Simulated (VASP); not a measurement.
## Hg: equation of state with PBE

Crystal: Hg.

```xyz
1
Lattice="-1.8767 1.8767 1.9168 1.8767 -1.8767 1.9168 1.8767 1.8767 -1.9168" Properties=species:S:1:pos:R:3 pbc="T T T"
Hg    0.0000    0.0000    1.9168
```

```
Program                : VASP 6.6.1
Task                   : equation of state
Functional             : PBE
Potentials or basis    : VASP PAW PBE potentials, release 64 (Hg)
Cutoff                 : 520 eV
k mesh                 : 10 × 10 × 10
Occupations            : fermi-dirac, width 0.05 eV
Spin                   : no spin polarisation
Further INCAR settings : ALGO = Normal; EDIFF = 1e-07; NBANDS = 12
```

| Property | Result |
| --- | --- |
| Equilibrium volume | 29.96 Å³/atom (rough: see the caveat) |
| Bulk modulus at fixed shape and positions | 12.5 GPa (rough) |

Energy against volume, from the lowest point:
| volume (Å³/atom) | energy (meV/atom) |
| --- | --- |
| 25.385 | 34.40 |
| 25.925 | 25.03 |
| 26.465 | 17.44 |
| 27.006 | 11.25 |
| 27.546 | 6.30 |
| 28.086 | 2.58 |
| 28.626 | 0.00 |

All runs of the series together: 2 min on 1 thread of Intel(R) Xeon(R) Platinum 8488C (Sapphire Rapids) (shared host).

Caveat: the fit is doubtful: noisy points or a state that changes with volume; the minimum lies outside the volumes run; the cell was scaled at fixed shape and fractional positions, which overstates the stiffness of a crystal with free parameters, most of all of layers and chains. The run has no spin-orbit coupling, so splittings on Hg are missing.
